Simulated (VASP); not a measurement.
The system is C.

```
C
1.0
     2.61972    0.00000    0.00000
     0.00000    2.61972    0.00000
     0.00000    0.00000    2.61972
C
3
Direct
  0.00000 0.50000 0.50000
  0.50000 0.00000 0.50000
  0.50000 0.50000 0.00000
```

The cell was built by a generator and needn't be a form met in nature.

| Quantity | Value |
| --- | --- |
| Program | VASP 6.6.1 |
| Task | single point |
| Functional | PBE |
| Potentials or basis | VASP PAW PBE potentials, release 64 (C) |
| Cutoff | 520 eV |
| k mesh | 10 × 10 × 10 |
| Occupations | fermi-dirac, width 0.05 eV |
| Spin | no spin polarisation |

On this cell: pressure 3.0 GPa; largest force zero by symmetry; band gap on the k mesh none (metal or under the smearing width).

The same run follows on a disturbed copy (atoms moved at random, drawn with an rms of 0.05 Å):

```
CELL_PARAMETERS angstrom
2.61972 0.00000 0.00000
0.00000 2.61972 0.00000
0.00000 0.00000 2.61972
ATOMIC_POSITIONS crystal
C 0.99781 0.51096 0.48644
C 0.50138 0.98237 0.49951
C 0.50074 0.49351 0.99312
```

Task: What changes?

Result: The energy (extrapolated to zero smearing) moves by -17.1 meV/atom; pressure 2.8 GPa; largest force 1.440 eV/Å; band gap on the k mesh none (metal or under the smearing width).

Forces on the atoms (eV/Å):
```
C   -0.094  1.239 -0.727
C    0.078 -0.568  0.744
C    0.016 -0.671 -0.017
```

Stress tensor (GPa, compression positive):
```
 0.71  0.04 -0.04
 0.04  5.70 -0.26
-0.04 -0.26  1.93
```

The energy falls, though the first cell shows no forces: that form is unstable against this distortion, unless noise or another electronic state is at work.
